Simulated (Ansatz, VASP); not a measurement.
**Sb in VASP and in Ansatz**

```
CELL_PARAMETERS angstrom
2.98867 0.00000 0.00350
0.00000 4.39430 0.00000
-0.03231 0.00000 4.16067
ATOMIC_POSITIONS crystal
Sb 0.98014 0.75000 0.75557
Sb 0.01986 0.25000 0.24443
```

Alike in both runs: task single point; functional PBE; k mesh 14 × 10 × 10; occupations gaussian, width 0.1 eV; no spin polarisation.

|  | VASP | Ansatz |
| --- | --- | --- |
| version | VASP 6.6.1 | Ansatz 0.2.0 |
| potentials or method | VASP PAW PBE potentials, release 64 (Sb) | scalar-relativistic, plane waves, PAW |
| plane-wave cutoff (eV) | 520 | 420 |
| valence electrons in the cell | 10 | 30 |

```csv
,VASP,Ansatz,Ansatz less VASP
gap on the k mesh at the Fermi level (eV),none,none,-
pressure (GPa),6.5,6.4,-0.04
largest component of the traceless stress (GPa),1.72,1.70,-0.015
rms of the force components (eV/Å),0.094,0.091,-0.0029
```

Atom by atom the forces differ by 0.003 eV/Å (rms over components). A gap of «none» marks a metal or a gap that the smearing closes. The two sets of potentials don't hold the same shells in valence.

Spin-orbit coupling is left out, which matters for the levels of Sb.
